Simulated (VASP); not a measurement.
# TiB2 (P6/mmm) in VASP: a series of runs

One crystal, TiB2, is run at these levels: PBE+D3(BJ); tasks: relaxation of cell and atoms, electrostatic potential.

Program: VASP 6.6.1. These are calculated values, not measurements. Logs are shortened: lines on timing, memory, paths and dates and some standing lists are left out, and cuts for length are marked.

**1. Starting point**

The structure is hexagonal, space group P6/mmm (No. 191). The conventional cell has a = 3.020 Å, b = 3.020 Å, c = 3.200 Å, α = 90.00°, β = 90.00°, γ = 120.00°. Ti (site symmetry 6/mmm) is surrounded by 12 B at 2.37 Å. Around B (site symmetry -6m2) lie 3 B at 1.74 Å.

The cell was built by a generator and needn't be a form met in nature.

**2. Relaxation of cell and atoms, PBE+D3(BJ)**

File INCAR:

```
SYSTEM = TiB2
PREC = Accurate
ENCUT = 600
EDIFF = 1E-7
ISMEAR = 1
SIGMA = 0.1
LREAL = .False.
LASPH = .True.
NELM = 120
ALGO = Normal
ISIF = 3
LWAVE = .False.
LCHARG = .False.
GGA = PE
IVDW = 12
IBRION = 2
NSW = 60
EDIFFG = -0.005
```

File KPOINTS:

```
Automatic mesh
0
Gamma
  16 16 14
  0 0 0
```

File POSCAR:

```
TiB2
1.0
    3.0200000000      0.0000000000      0.0000000000
   -1.5100000000      2.6153967200      0.0000000000
    0.0000000000      0.0000000000      3.2000000000
Ti B
1 2
Direct
    0.0000000000      0.0000000000      0.0000000000
    0.3333333300      0.6666666700      0.5000000000
    0.6666666700      0.3333333300      0.5000000000
```

Potentials or basis: VASP PAW PBE potentials, release 64 (Ti_sv, B).

Started as:

```
$ cat potpaw_PBE.64/Ti_sv/POTCAR potpaw_PBE.64/B/POTCAR > POTCAR
$ mpirun -np 1 vasp_std > vasp.out
```

OUTCAR:

```text
SYSTEM = TiB2
   PREC = Accurate
   ENCUT = 600
   EDIFF = 1E-7
   ISMEAR = 1
   LREAL = .False.
   LASPH = .True.
   NELM = 120
   ISIF = 3
   GGA = PE
   IVDW = 12
   IBRION = 2
   NSW = 60
   EDIFFG = -0.005
 IVDW          = 12

 ion  position               nearest neighbor table
   1  0.000  0.000  0.000-   2 2.37   3 2.37   2 2.37   3 2.37   3 2.37   3 2.37   2 2.37   2 2.37
                             3 2.37   3 2.37   2 2.37   2 2.37
   2  0.333  0.667  0.500-   3 1.74   3 1.74   3 1.74   1 2.37   1 2.37   1 2.37   1 2.37   1 2.37
                             1 2.37
   3  0.667  0.333  0.500-   2 1.74   2 1.74   2 1.74   1 2.37   1 2.37   1 2.37   1 2.37   1 2.37
                             1 2.37

  LATTYP: Found a hexagonal cell.
 ALAT       =     3.0200000000
 C/A-ratio  =     1.0596026490

  Lattice vectors:

 A1 = (   3.0200000000,   0.0000000000,   0.0000000000)
 A2 = (  -1.5100000000,   2.6153967200,   0.0000000000)
 A3 = (   0.0000000000,   0.0000000000,   3.2000000000)

Analysis of symmetry for initial positions (statically):
=====================================================================
 Subroutine PRICEL returns:
 Original cell was already a primitive cell.

 Routine SETGRP: Setting up the symmetry group for a
 hexagonal supercell.

 Subroutine GETGRP returns: Found 24 space group operations
 (whereof 24 operations were pure point group operations)
 out of a pool of 24 trial point group operations.

The static configuration has the point symmetry D_6h.

Analysis of symmetry for dynamics (positions and initial velocities):
=====================================================================
 Subroutine PRICEL returns:
 Original cell was already a primitive cell.

 Routine SETGRP: Setting up the symmetry group for a
 hexagonal supercell.

 Subroutine GETGRP returns: Found 24 space group operations
 (whereof 24 operations were pure point group operations)
 out of a pool of 24 trial point group operations.

The dynamic configuration has the point symmetry D_6h.

 Subroutine INISYM returns: Found 24 space group operations
 (whereof 24 operations are pure point group operations),
 and found     1 'primitive' translations

----------------------------------------------------------------------------------------

                                     Primitive cell

  volume of cell :      25.2752

  direct lattice vectors                    reciprocal lattice vectors
     3.020000000  0.000000000  0.000000000     0.331125828  0.191175586  0.000000000
    -1.510000000  2.615396720  0.000000000     0.000000000  0.382351172  0.000000000
     0.000000000  0.000000000  3.200000000     0.000000000  0.000000000  0.312500000

  length of vectors
     3.020000000  3.020000000  3.200000000     0.382351172  0.382351172  0.312500000

  position of ions in fractional coordinates (direct lattice)
     0.000000000  0.000000000  0.000000000
     0.333333330  0.666666670  0.500000000
     0.666666670  0.333333330  0.500000000

  ion indices of the primitive-cell ions
   primitive index   ion index
                 1           1
                 2           2
                 3           3

----------------------------------------------------------------------------------------

 KPOINTS: Automatic mesh

Automatic generation of k-mesh.
 Grid dimensions read from file:
 generate k-points for:   16   16   14

 Generating k-lattice:

  Cartesian coordinates                     Fractional coordinates (reciprocal lattice)
     0.020695364  0.011948474  0.000000000     0.062500000  0.000000000  0.000000000
     0.000000000  0.023896948  0.000000000     0.000000000  0.062500000  0.000000000
     0.000000000  0.000000000  0.022321429     0.000000000  0.000000000  0.071428571

  Length of vectors
     0.023896948  0.023896948  0.022321429

  Shift w.r.t. Gamma in fractional coordinates (k-lattice)
     0.000000000  0.000000000  0.000000000

 Subroutine IBZKPT returns following result:
 ===========================================

 Found    240 irreducible k-points:

 Following reciprocal coordinates:
            Coordinates               Weight
  0.000000  0.000000  0.000000      1.000000
  0.062500  0.000000  0.000000      6.000000
  0.125000  0.000000  0.000000      6.000000
  0.187500 -0.000000  0.000000      6.000000
  0.250000  0.000000  0.000000      6.000000
  0.312500  0.000000  0.000000      6.000000
[... 16 lines left out ...]
  0.187500  0.187500  0.000000      6.000000
  0.250000  0.187500  0.000000     12.000000
 [... further k-points ...]
   k-points           NKPTS =    240   k-points in BZ     NKDIM =    240   number of bands    NBANDS=     13
   number of dos      NEDOS =    301   number of ions     NIONS =      3
   total plane-waves  NPLWV =  16128
   dimension x,y,z NGX =    24 NGY =   24 NGZ =   28
   dimension x,y,z NGXF=    48 NGYF=   48 NGZF=   56
   ions per type =               1   2
   NGX,Y,Z   is equivalent  to a cutoff of  13.21, 13.21, 14.55 a.u.
   NGXF,Y,Z  is equivalent  to a cutoff of  26.42, 26.42, 29.09 a.u.
 SYSTEM =  TiB2
   PREC   = accura    normal or accurate (medium, high low for compatibility)
   ISTART =      0    job   : 0-new  1-cont  2-samecut
   ICHARG =      2    charge: 1-file 2-atom 10-const
   ISPIN  =      1    spin polarized calculation?
   LNONCOLLINEAR =      F non collinear calculations
   LSORBIT =      F    spin-orbit coupling
   LASPH  =      T    aspherical Exc in radial PAW
   ENCUT  =  600.0 eV  44.10 Ry    6.64 a.u.   6.03  6.03  6.39*2*pi/ulx,y,z
   NELM   =    120;   NELMIN=  2; NELMDL= -5     # of ELM steps
   EDIFF  = 0.1E-06   stopping-criterion for ELM
   LREAL  =      F    real-space projection
   EDIFFG = -.5E-02   stopping-criterion for IOM
   NSW    =     60    number of steps for IOM
   IBRION =      2    ionic relax: 0-MD 1-quasi-New 2-CG
   NFREE  =      1    steps in history (QN), initial steepest desc. (CG)
   ISIF   =      3    stress and relaxation
   ISYM   =      2    0-nonsym 1-usesym 2-fastsym
   POTIM  = 0.5000    time-step for ionic-motion
   TEBEG  =    0.0;   TEEND  =   0.0 temperature during run
   PSTRESS=    0.0 pullay stress
   NELECT =      18.0000    total number of electrons
   NUPDOWN=      -1.0000    fix difference up-down
   EMIN   =  10.00;   EMAX   =-10.00  energy-range for DOS
   EFERMI =   0.00;   METHOD = LEGACY
   ISMEAR =     1;   SIGMA  =   0.10  broadening in eV -4-tet -1-fermi 0-gaus
   EFERMI_NEDOS =   21; number of points for ismear=-14 and -15
   IALGO  =     38    algorithm
   IMIX   =      4    mixing-type and parameters
     AMIX     =   0.40;   BMIX     =  1.00
     AMIX_MAG =   1.60;   BMIX_MAG =  1.00
  volume/ion in A,a.u.               =       8.43        56.86
  Fermi-wavevector in a.u.,A,eV,Ry     =   1.461956  2.762695 29.079923  2.137314
  Thomas-Fermi vector in A             =   2.578226
   LORBIT       =      0    0 simple, 1 ext, 2 COOP (PROOUT), +10 PAW based schemes
   GGA     = PE    functional components
   LHFCALC =     F    Hartree Fock is set to
   AEXX    =    0.0000 exact exchange contribution
   IVDW    =    12    specifies the selected vdW correction
   LEPSILON=     F    determine dielectric tensor
   LRPA    =     F    only Hartree local field effects (RPA)
 conjugate gradient relaxation of ions
 non-spin polarized calculation
 Methfessel and Paxton  Order N= 1 SIGMA  =   0.10
  energy-cutoff  :      600.00
  volume of cell :       25.28
 maximum number of plane-waves:       870
   NGX = 13   NGY = 13   NGZ = 13

--------------------------------------- Ionic step        1  -------------------------------------------

 number of electron      18.0000004 magnetization

 Free energy of the ion-electron system (eV)
  ---------------------------------------------------
  ext. energy  EPLUGINS =         0.00000000
  ---------------------------------------------------
  free energy    TOTEN  =       -24.42732494 eV

  energy without entropy =      -24.42739557  energy(sigma->0) =      -24.42734848

------------------------ aborting loop because EDIFF is reached ----------------------------------------

 Edisp (eV)   -1.27697

 E8    (eV) :    -0.5289

  FORCE on cell =-STRESS in cart. coord.  units (eV):
  Direction    XX          YY          ZZ          XY          YZ          ZX
  --------------------------------------------------------------------------------------
  -------------------------------------------------------------------------------------
  Total      -0.70218    -0.70218    -0.59209     0.00000     0.00000     0.00000
  in kB     -44.51092   -44.51092   -37.53220     0.00000     0.00000     0.00000
  external pressure =      -42.18 kB  Pullay stress =        0.00 kB
[... 186 lines left out ...]
  energy  without entropy=      -25.7098058525  energy(sigma->0) =      -25.70976272

--------------------------------------- Ionic step        6  -------------------------------------------

 number of electron      18.0000005 magnetization

 Free energy of the ion-electron system (eV)
  ---------------------------------------------------
  ext. energy  EPLUGINS =         0.00000000
  ---------------------------------------------------
  free energy    TOTEN  =       -24.41176990 eV

  energy without entropy =      -24.41183553  energy(sigma->0) =      -24.41179178

 E-fermi :  10.3790     XC(G=0): -12.9192

 val. band max:       10.3477411160   @ k =   0.0625   0.0625   0.3571
 cond. band min:      10.3879558083   @ k =   0.0625   0.0625   0.2857
 fundamental gap:      0.0402146923
 Fermi energy:        10.3790009440

 k-point     1 :       0.0000    0.0000    0.0000
  band No.  band energies     occupation
      1     -46.5317      2.00000
      2     -22.8893      2.00000
      3     -22.5592      2.00000
      4     -22.5592      2.00000
      5      -3.3293      2.00000
      6       7.6309      2.00000
      7       7.6309      2.00000
      8       8.0737      2.00000
      9       8.1677      2.00000
     10      12.3243     -0.00000
     11      12.3243     -0.00000
     12      14.1790      0.00000
     13      14.1790      0.00000
[... 353 lines left out ...]
 k-point    24 :       0.2500    0.1875    0.0000
  band No.  band energies     occupation
      1     -46.4778      2.00000
      2     -22.9029      2.00000
      3     -22.8215      2.00000
      4     -22.7031      2.00000
      5      -0.7189      2.00000
      6       3.5758      2.00000
      7       5.1343      2.00000
      8       7.3857      2.00000
      9       9.9804      2.00000
     10      10.6066     -0.00594
     11      11.6800     -0.00000
     12      13.5695      0.00000
     13      15.7365      0.00000

 [... further k-points ...]

------------------------ aborting loop because EDIFF is reached ----------------------------------------

 Edisp (eV)   -1.29797

 E8    (eV) :    -0.5376

  FORCE on cell =-STRESS in cart. coord.  units (eV):
  Direction    XX          YY          ZZ          XY          YZ          ZX
  --------------------------------------------------------------------------------------
  -------------------------------------------------------------------------------------
  Total      -0.01468    -0.01468    -0.01053     0.00000    -0.00000     0.00000
  in kB      -0.94578    -0.94578    -0.67817     0.00000    -0.00000     0.00000
  external pressure =       -0.86 kB  Pullay stress =        0.00 kB
[... 18 lines left out ...]
  FREE ENERGIE OF THE ION-ELECTRON SYSTEM (eV)
  ---------------------------------------------------
  free  energy   TOTEN  =       -25.7097413037 eV

  energy  without entropy=      -25.7098069292  energy(sigma->0) =      -25.70976318

 reached required accuracy - stopping structural energy minimisation
```

Wall time 1.9 min (1 thread of Intel Xeon 6975P-C (Granite Rapids), shared host); peak memory 0.24 GiB.

What came out:

```
Free energy                            : -25.7097 eV
Relaxed volume                         : 8.29 Å³/atom
Relaxed cell                           : a = 3.004 Å, b = 3.004 Å, c = 3.182 Å, α = 90.00°, β = 90.00°, γ = 120.00°
Space group after relaxing (to 0.05 Å) : P6/mmm (No. 191)
Energy gained by relaxing              : 1.8 meV/atom
Ionic steps                            : 6
Pressure after relaxing                : -0.1 GPa
Band gap on the k mesh                 : none (metal or under the smearing width)
Dispersion energy per atom             : -0.433 eV
```

Step by step:
```tsv
step	energy change (eV)	largest force (eV/Å)	pressure (GPa)	volume (Å³)
1	0.0000	0.0000	-4.22	25.28
2	0.0003	0.0000	4.56	24.47
3	-0.0054	0.0000	-0.02	24.87
4	-0.0054	0.0000	-0.09	24.88
5	-0.0054	0.0000	-0.09	24.88
6	-0.0054	0.0000	-0.09	24.88
```

Final structure:
```xyz
3
Lattice="3.0045 0.0000 0.0000 -1.5022 2.6020 0.0000 0.0000 0.0000 3.1821" Properties=species:S:1:pos:R:3 pbc="T T T"
Ti    0.0000    0.0000    0.0000
B     0.0000    1.7346    1.5910
B     1.5022    0.8673    1.5910
```

Levels at points of the mesh, in eV from the Fermi level:
| k point | band 5 | band 6 | band 7 | band 8 | band 9 | band 10 | band 11 | band 12 | band 13 |
| --- | --- | --- | --- | --- | --- | --- | --- | --- | --- |
| (0.00, 0.00, 0.00) | -13.71 | -2.75 | -2.75 | -2.31 | -2.21 | 1.95 | 1.95 | 3.80 | 3.80 |
| (0.50, 0.00, 0.00) | -9.56 | -9.34 | -3.37 | -3.31 | -2.39 | 1.37 | 2.81 | 3.31 | 3.45 |
| (0.00, 0.00, 0.50) | -11.67 | -7.77 | -0.62 | -0.62 | -0.26 | -0.26 | 0.42 | 0.42 | 1.75 |
| (0.50, 0.00, 0.50) | -9.93 | -7.64 | -4.82 | -3.97 | -3.20 | 2.60 | 3.00 | 4.69 | 4.76 |

Caveat: pairwise dispersion overbinds metals, which lowers pressure and volume.

(Continued in part 2 of 2.)
